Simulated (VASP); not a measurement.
# Pd (Immm) in VASP: single point with PBE

Aim: the single point of Pd with PBE.

Program: VASP 6.6.1. These are calculated values, not measurements. Logs are shortened: lines on timing, memory, paths and dates and some standing lists are left out, and cuts for length are marked.

### Step 1. The cell of the first run

Symmetry: Immm, No. 71, orthorhombic system. The conventional cell has a = 2.695 Å, b = 2.806 Å, c = 3.890 Å, α = 90.00°, β = 90.00°, γ = 90.00°. Around Pd (site symmetry mmm) lie 12 Pd at 2.70 to 2.81 Å.

### Step 2. Single point, PBE (strain -0.0400 x Voigt [0, 0, 0, 0, 1, 0], atoms carried along)

File INCAR:

```
PREC     = Accurate       # precision mode
ENCUT    = 520            # plane-wave cutoff, eV
EDIFF    = 1E-6           # SCF threshold, eV
ISMEAR   = 0              # smearing method
SIGMA    = 0.15           # smearing width, eV
LREAL    = F              # projectors in reciprocal space
LASPH    = T              # aspherical terms in the spheres
NELM     = 100            # most SCF steps
ALGO     = Fast           # electronic algorithm
ISIF     = 2              # what is computed and relaxed
LWAVE    = F              # write WAVECAR
LCHARG   = F              # write CHGCAR
GGA      = PE             # functional
NBANDS   = 11             # bands
```

File KPOINTS:

```
regular mesh
0
Gamma
  20 20 20
```

File POSCAR:

```
Pd
1.0
   -0.0388980000      1.9449000000      1.9449000000
    1.9060020000      0.0000000000      1.9060020000
    1.9449000000      1.9449000000     -0.0388980000
Pd
1
Direct
    0.0000000000      0.0000000000      0.0000000000
```

Potentials or basis: VASP PAW PBE potentials, release 64 (Pd).

Command:

```
> cat potpaw_PBE.64/Pd/POTCAR > POTCAR
> mpirun -np 1 vasp_std > vasp.out
```

OUTCAR:

```text
PREC = Accurate
   ENCUT = 520
   EDIFF = 1E-6
   ISMEAR = 0
   LREAL = F
   LASPH = T
   NELM = 100
   ISIF = 2
   GGA = PE

 ion  position               nearest neighbor table
   1  0.000  0.000  0.000-

  LATTYP: Found a body centered orthorhombic cell.
 ALAT       =     2.6954938783
 B/A-ratio  =     1.0408163265
 C/A-ratio  =     1.4430750636

  Lattice vectors:

 A1 = (   1.9449000000,  -1.9449000000,  -0.0388980000)
 A2 = (  -1.9449000000,  -1.9449000000,   0.0388980000)
 A3 = (   0.0388980000,   1.9449000000,  -1.9449000000)

Analysis of symmetry for initial positions (statically):
=====================================================================
 Subroutine PRICEL returns:
 Original cell was already a primitive cell.

 Routine SETGRP: Setting up the symmetry group for a
 body centered orthorhombic supercell.

 Subroutine GETGRP returns: Found  8 space group operations
 (whereof  8 operations were pure point group operations)
 out of a pool of  8 trial point group operations.

The static configuration has the point symmetry D_2h.

Analysis of symmetry for dynamics (positions and initial velocities):
=====================================================================
 Subroutine PRICEL returns:
 Original cell was already a primitive cell.

 Routine SETGRP: Setting up the symmetry group for a
 body centered orthorhombic supercell.

 Subroutine GETGRP returns: Found  8 space group operations
 (whereof  8 operations were pure point group operations)
 out of a pool of  8 trial point group operations.

The dynamic configuration has the point symmetry D_2h.

 Subroutine INISYM returns: Found  8 space group operations
 (whereof  8 operations are pure point group operations),
 and found     1 'primitive' translations

----------------------------------------------------------------------------------------

                                     Primitive cell

  volume of cell :      14.7078

  direct lattice vectors                    reciprocal lattice vectors
    -0.038898000  1.944900000  1.944900000    -0.252041791  0.257082626  0.252041791
     1.906002000  0.000000000  1.906002000     0.262329211 -0.257082626  0.262329211
     1.944900000  1.944900000 -0.038898000     0.252041791  0.257082626 -0.252041791

  length of vectors
     2.750778994  2.695493878  2.750778994     0.439478788  0.451358733  0.439478788

  position of ions in fractional coordinates (direct lattice)
     0.000000000  0.000000000  0.000000000

  ion indices of the primitive-cell ions
   primitive index   ion index
                 1           1

----------------------------------------------------------------------------------------

 KPOINTS: regular mesh

Automatic generation of k-mesh.
 Grid dimensions read from file:
 generate k-points for:   20   20   20

 Generating k-lattice:

  Cartesian coordinates                     Fractional coordinates (reciprocal lattice)
    -0.012602090  0.012854131  0.012602090     0.050000000  0.000000000 -0.000000000
     0.013116461 -0.012854131  0.013116461     0.000000000  0.050000000  0.000000000
     0.012602090  0.012854131 -0.012602090    -0.000000000  0.000000000  0.050000000

  Length of vectors
     0.021973939  0.022567937  0.021973939

  Shift w.r.t. Gamma in fractional coordinates (k-lattice)
     0.000000000  0.000000000  0.000000000

 Subroutine IBZKPT returns following result:
 ===========================================

 Found   1166 irreducible k-points:

 Following reciprocal coordinates:
            Coordinates               Weight
  0.000000  0.000000  0.000000      1.000000
  0.050000  0.000000  0.000000      4.000000
  0.100000  0.000000  0.000000      4.000000
  0.150000  0.000000  0.000000      4.000000
  0.200000  0.000000  0.000000      4.000000
  0.250000  0.000000  0.000000      4.000000
[... 16 lines left out ...]
 -0.450000  0.050000 -0.000000      8.000000
 -0.400000  0.050000 -0.000000      8.000000
 [... further k-points ...]
   k-points           NKPTS =   1166   k-points in BZ     NKDIM =   1166   number of bands    NBANDS=     11
   number of dos      NEDOS =    301   number of ions     NIONS =      1
   total plane-waves  NPLWV =   8000
   dimension x,y,z NGX =    20 NGY =   20 NGZ =   20
   dimension x,y,z NGXF=    40 NGYF=   40 NGZF=   40
   ions per type =               1
   NGX,Y,Z   is equivalent  to a cutoff of  12.09, 12.34, 12.09 a.u.
   NGXF,Y,Z  is equivalent  to a cutoff of  24.17, 24.67, 24.17 a.u.
 SYSTEM =  unknown system
   PREC   = accura    normal or accurate (medium, high low for compatibility)
   ISTART =      0    job   : 0-new  1-cont  2-samecut
   ICHARG =      2    charge: 1-file 2-atom 10-const
   ISPIN  =      1    spin polarized calculation?
   LNONCOLLINEAR =      F non collinear calculations
   LSORBIT =      F    spin-orbit coupling
   LASPH  =      T    aspherical Exc in radial PAW
   ENCUT  =  520.0 eV  38.22 Ry    6.18 a.u.   5.11  5.01  5.11*2*pi/ulx,y,z
   NELM   =    100;   NELMIN=  2; NELMDL= -5     # of ELM steps
   EDIFF  = 0.1E-05   stopping-criterion for ELM
   LREAL  =      F    real-space projection
   EDIFFG = 0.1E-04   stopping-criterion for IOM
   NSW    =      0    number of steps for IOM
   IBRION =     -1    ionic relax: 0-MD 1-quasi-New 2-CG
   NFREE  =      0    steps in history (QN), initial steepest desc. (CG)
   ISIF   =      2    stress and relaxation
   ISYM   =      2    0-nonsym 1-usesym 2-fastsym
   POTIM  = 0.5000    time-step for ionic-motion
   TEBEG  =    0.0;   TEEND  =   0.0 temperature during run
   PSTRESS=    0.0 pullay stress
   NELECT =      10.0000    total number of electrons
   NUPDOWN=      -1.0000    fix difference up-down
   EMIN   =  10.00;   EMAX   =-10.00  energy-range for DOS
   EFERMI =   0.00;   METHOD = LEGACY
   ISMEAR =     0;   SIGMA  =   0.15  broadening in eV -4-tet -1-fermi 0-gaus
   EFERMI_NEDOS =   21; number of points for ismear=-14 and -15
   IALGO  =     68    algorithm
   IMIX   =      4    mixing-type and parameters
     AMIX     =   0.40;   BMIX     =  1.00
     AMIX_MAG =   1.60;   BMIX_MAG =  1.00
  volume/ion in A,a.u.               =      14.71        99.25
  Fermi-wavevector in a.u.,A,eV,Ry     =   1.439546  2.720347 28.195244  2.072292
  Thomas-Fermi vector in A             =   2.558389
   LORBIT       =      0    0 simple, 1 ext, 2 COOP (PROOUT), +10 PAW based schemes
   GGA     = PE    functional components
   LHFCALC =     F    Hartree Fock is set to
   AEXX    =    0.0000 exact exchange contribution
   IVDW    =     0    specifies the selected vdW correction
   LEPSILON=     F    determine dielectric tensor
   LRPA    =     F    only Hartree local field effects (RPA)
 non-spin polarized calculation
 RMM-DIIS sequential band-by-band and
 Gauss-broadening in eV      SIGMA  =   0.15
  energy-cutoff  :      520.00
  volume of cell :       14.71
 maximum number of plane-waves:       407
   NGX = 11   NGY =  9   NGZ = 11

 number of electron      10.0000000 magnetization

 Free energy of the ion-electron system (eV)
  ---------------------------------------------------
  ext. energy  EPLUGINS =         0.00000000
  ---------------------------------------------------
  free energy    TOTEN  =        -5.21012668 eV

  energy without entropy =       -5.18394816  energy(sigma->0) =       -5.19703742

 E-fermi :   9.8261     XC(G=0): -13.2030

 val. band max:        9.8252947417   @ k =   0.2000   0.3500   0.1000
 cond. band min:       9.8263693245   @ k =   0.4500   0.3000   0.0000
 fundamental gap:      0.0010745829
 Fermi energy:         9.8260690462

 k-point     1 :       0.0000    0.0000    0.0000
  band No.  band energies     occupation
      1       2.6705      2.00000
      2       6.7963      2.00000
      3       6.9283      2.00000
      4       7.1621      2.00000
      5       8.6022      2.00000
      6       8.6164      2.00000
      7      26.9946      0.00000
      8      31.1687      0.00000
      9      31.8578      0.00000
     10      32.5039      0.00000
     11      36.9863      0.00000

 k-point     2 :       0.0500    0.0000    0.0000
  band No.  band energies     occupation
      1       2.7589      2.00000
      2       6.7863      2.00000
      3       6.9338      2.00000
      4       7.1921      2.00000
      5       8.5914      2.00000
      6       8.6052      2.00000
      7      27.0764      0.00000
      8      30.7237      0.00000
      9      31.8328      0.00000
     10      32.6033      0.00000
     11      37.4951      0.00000

 k-point     3 :       0.1000    0.0000    0.0000
  band No.  band energies     occupation
      1       3.0162      2.00000
      2       6.7344      2.00000
      3       6.9754      2.00000
      4       7.2721      2.00000
      5       8.5696      2.00000
      6       8.5826      2.00000
      7      27.2449      0.00000
      8      29.5451      0.00000
      9      32.0901      0.00000
     10      32.8898      0.00000
     11      37.4727      0.00000

 k-point     4 :       0.1500    0.0000    0.0000
  band No.  band energies     occupation
      1       3.4137      2.00000
      2       6.6661      2.00000
      3       7.0405      2.00000
      4       7.3695      2.00000
      5       8.5703      2.00000
      6       8.5792      2.00000
      7      27.0190      0.00000
      8      28.5028      0.00000
      9      32.5600      0.00000
     10      33.3237      0.00000
     11      36.4427      0.00000
[... 239 lines left out ...]
 k-point    22 :       0.5000    0.0500    0.0000
  band No.  band energies     occupation
      1       4.5623      2.00000
      2       6.7860      2.00000
      3       7.1019      2.00000
      4       9.2729      2.00000
      5       9.7340      1.61454
      6      11.1969      0.00000
      7      16.9539      0.00000
      8      26.6375      0.00000
      9      30.7238      0.00000
     10      31.2466      0.00000
     11      37.4776      0.00000

 k-point    23 :      -0.4500    0.0500   -0.0000
  band No.  band energies     occupation
      1       4.5679      2.00000
      2       6.7938      2.00000
      3       7.1086      2.00000
      4       9.2603      2.00000
      5       9.6580      1.88696
      6      11.1096      0.00000
      7      17.1300      0.00000
      8      26.6676      0.00000
      9      30.7558      0.00000
     10      31.3442      0.00000
     11      37.5008      0.00000

 k-point    24 :      -0.4000    0.0500   -0.0000
  band No.  band energies     occupation
      1       4.6015      2.00000
      2       6.8394      2.00000
      3       7.1530      2.00000
      4       8.9564      2.00000
      5       9.4724      1.99914
      6      10.5215      0.00000
      7      18.2317      0.00000
      8      26.8640      0.00000
      9      30.9544      0.00000
     10      31.9143      0.00000
     11      36.9701      0.00000

 [... further k-points ...]

------------------------ aborting loop because EDIFF is reached ----------------------------------------

  FORCE on cell =-STRESS in cart. coord.  units (eV):
  Direction    XX          YY          ZZ          XY          YZ          ZX
  --------------------------------------------------------------------------------------
  -------------------------------------------------------------------------------------
  Total        0.7283844      0.6641439      0.7283844      0.0000000      0.0000000      0.3040487
  in kB       79.3456577     72.3476970     79.3456577      0.0000000      0.0000000     33.1211650
  external PRESSURE =      77.0130041 kB  Pullay stress =       0.0000000 kB

 VOLUME and BASIS-vectors are now :
 -----------------------------------------------------------------------------
  energy-cutoff  :      520.00
  volume of cell :       14.71
      direct lattice vectors                 reciprocal lattice vectors
    -0.038898000  1.944900000  1.944900000    -0.252041791  0.257082626  0.252041791
     1.906002000  0.000000000  1.906002000     0.262329211 -0.257082626  0.262329211
     1.944900000  1.944900000 -0.038898000     0.252041791  0.257082626 -0.252041791

 POSITION                                       TOTAL-FORCE (eV/Angst)
 -----------------------------------------------------------------------------------
      0.00000      0.00000      0.00000         0.000000      0.000000      0.000000
 -----------------------------------------------------------------------------------
    total drift:                                0.000000      0.000000      0.000000

  FREE ENERGIE OF THE ION-ELECTRON SYSTEM (eV)
  ---------------------------------------------------
  free  energy   TOTEN  =        -5.2101266780 eV

  energy  without entropy=       -5.1839481635  energy(sigma->0) =       -5.19703742
```

Run time: 80 s. Hardware: 1 thread of Intel Xeon Platinum 8488C (Sapphire Rapids), shared host; peak memory 0.29 GiB.

Results:

| Property | Result |
| --- | --- |
| Free energy | -5.2101 eV |
| Pressure | 7.7 GPa |
| Band gap on the k mesh | none (metal or under the smearing width) |
